**Question: Eight calculations of diamond, and every band gap is more than 1 eV too small. What am I doing wrong?**

I need the absorption edge of diamond for an ultraviolet window, so I collected band gaps of the same crystal from several programs.

Kohn-Sham DFT band gaps of diamond (2-atom cell, edges 2.522 Å, not relaxed, no spin polarization), each taken as the lowest empty less the highest filled level on the k-mesh. The measured gap is 5.5 eV, an approximate value from the optical absorption edge of a bulk crystal (arXiv:2306.06972). Numbers in parentheses tell the ABINIT runs apart.

| program | functional | how the value is got | potentials or basis | wave cutoff (eV) | k-mesh | computed band gap (eV) | computed less measured (eV) |
| --- | --- | --- | --- | --- | --- | --- | --- |
| ABINIT 10.8.3 (1) | PBEsol | Kohn-Sham, on the mesh | JTH PAW PBE v2.0 | 544 | 10x10x10 | 4.031 | -1.47 |
| GPAW 26.7.0 | WC | Kohn-Sham, on the mesh | PAW data sets made by gpaw setup for the functional | 800 | 10x10x10 | 4.084 | -1.42 |
| exciting sodium | LDA | Kohn-Sham, on the mesh | all electron LAPW+lo, shipped species files | n/a | 8x8x8 | 4.102 | -1.40 |
| ABINIT 10.8.3 (2) | LDA | Kohn-Sham, on the mesh | HGH LDA | 1088 | 13x13x13 | 4.128 | -1.37 |
| ABINIT 10.8.3 (3) | LDA | Kohn-Sham, on the mesh | PseudoDojo NC SR LDA v0.4 stringent | 1116 | 13x13x13 | 4.151 | -1.35 |
| ABINIT 10.8.3 (4) | LDA | Kohn-Sham, on the mesh | PseudoDojo NC SR LDA v0.4.1 standard | 1116 | 13x13x13 | 4.151 | -1.35 |
| ABINIT 10.8.3 (5) | LDA-Teter | Kohn-Sham, on the mesh | PseudoDojo NC SR LDA v0.4.1 standard | 1116 | 13x13x13 | 4.152 | -1.35 |
| SIESTA 5.4.2 | PW86PBE | Kohn-Sham, on the mesh | PseudoDojo 0.4 standard NC | n/a | 13x13x13 | 4.471 | -1.03 |

I had hoped that the results would scatter around the measured 5.5 eV. Instead they all lie below it, and most of them agree with each other. Would a denser k-mesh or better potentials cure this? SIESTA comes closest, so should I trust it most? And the output of ABINIT (3) also prints a "direct gap" of 5.56 eV, almost the measured value. Have I been reading the wrong line?

**Answer**

Three sizes are worth remembering here. The level of theory costs more than 1 eV, SIESTA's different basis and functional together shift the gap by about three tenths, and good potentials and meshes matter by hundredths. Without SIESTA, your gaps span only 0.12 eV, yet each is at least 1.35 eV too small. The programs agree because they solve nearly the same equations, and they share the error of those equations.

**Why the gap is too small**

A band gap is the energy needed to take an electron out of the crystal, less the energy gained when one is added to the neutral crystal. The calculation reports something else: the distance between the highest filled and the lowest empty level, both found in the same potential. The exact relation is

$$E_\text{gap} = E_\text{KS} + \Delta_\text{xc},$$

where $E_\text{KS}$ is the distance between the levels. The term $\Delta_\text{xc}$ is the sudden upward jump of the exchange-correlation potential when an electron is added to the filled bands.

LDA and the gradient-corrected functionals (GGA) in your table compute this potential from the density at each point and, in GGA, from how it varies close by. One extra electron spread over a large crystal hardly changes the density anywhere, so their potential doesn't jump. The missing term is the standard explanation for gaps that are too small, although errors in the levels themselves also contribute. No choice of program, potentials or mesh puts the jump back.

The true electronic error is larger than the column "computed less measured" suggests. Atoms in a real crystal vibrate even at absolute zero, and in diamond this lowers the gap by roughly 0.35 eV, a recalled value. Your calculations hold the atoms still, so they should be compared with about 5.85 eV. The LDA gap of ABINIT (3) then falls short by about 1.7 eV. An optical edge can also lie slightly below the gap for a separate electron and hole, because the two attract each other. In diamond this is less than 0.1 eV, too little to change the picture.

**What a better mesh would do**

The highest filled level of diamond lies at the zone centre Γ, and the lowest empty one lies part of the way from Γ to the zone boundary at X. A mesh samples this line only at certain points. If it misses the minimum, the lowest empty level comes out too high, and so does the gap.

The GPAW row shows by how much. At 0.4, 0.6 and 0.8 of the way to X, its lowest empty levels are 16.658, 16.149 and 16.064 eV. A parabola through these three points has, per mesh step, the slope $g$ at the middle point and the curvature $c$:

$$g = \frac{16.064-16.658}{2} = -0.297\ \text{eV},$$

$$c = 16.064 - 2\times16.149 + 16.658 = 0.424\ \text{eV}.$$

Its minimum lies $g^2/2c = 0.104$ eV below the middle point, about 0.74 of the way to X. The mesh point at 0.8 lies only 0.085 eV below the middle point, so the mesh gap is too large by $0.104-0.085\approx0.02$ eV. A cubic curve that also passes through the level at 0.2 gives 0.04 eV, which shows how rough the estimate is.

Finding the exact minimum would therefore move this gap slightly further from experiment. The estimate also shows why more points need not give a better gap at once. The 8x8x8 mesh of exciting has a point at 0.75, closer to the estimated minimum than the nearest point of the 10x10x10 mesh. What counts is where the points fall.

**How to read the small differences**

The LDA rows span 0.05 eV. Within ABINIT, replacing the HGH potential of row (2) by the PseudoDojo potential of row (3) raises the gap by 0.02 eV. The run of row (2) printed no warning. The makers of these data do class its cutoff as short for the stress, but that comes from their tests on other systems and says nothing direct about this gap. Whether part of the small step comes from the basis is untested; repeating row (2) with a higher cutoff would show it. Rows (3) and (4) are the same result and count as one.

PBEsol and WC give the two lowest gaps, but these rows also differ from the LDA rows in their potentials, and the PBEsol row uses potentials made for PBE and carries a warning that its PAW spheres overlap. Their 10x10x10 mesh can't explain the low values, since by the estimate above it makes a gap too large, not too small. Whether the functional or the potentials are the cause is untested. Their order is no basis for choosing a functional.

**Why SIESTA stands apart**

SIESTA's gap is 0.32 eV above that of ABINIT (3), far more than the spread of the other rows. It describes the electrons with a small set of atom-centred orbitals. In a given potential, a restricted set can only raise the levels. Such orbitals are built mainly for the filled states, so the empty ones usually rise more and the gap widens.

This is a plausible cause, but the row also uses another functional, PW86PBE, with potentials made for PBE. A plane-wave calculation with the same functional and potentials would separate the two effects. Until then, the smaller error is no reason to trust this row more: a basis error may be cancelling part of the functional's error.

**The direct gap that looks right**

The 5.56 eV is the distance between filled and empty levels at Γ itself. The measured edge belongs to the smaller, indirect gap, so the two numbers describe different transitions. Diamond's real direct gap is roughly 7 eV, which means that this line of the output is also far too low. You were reading the right line before.

**What this means for your window**

A gap of 4.1 eV corresponds to a wavelength of about 0.30 µm, and the measured 5.5 eV to about 0.23 µm. Taken at face value, the LDA result would make you reject diamond for a range of ultraviolet light that pure diamond transmits.

To close the gap in the theory, change its level. Hybrid functionals mix in exact exchange, which lowers filled states relative to empty ones. The GW method computes the energies of adding and removing an electron, including the response of the other electrons. Silicon, with the same structure and also an indirect gap, behaves alike: LDA gives only about half of its measured gap, and changing the program doesn't help there either.
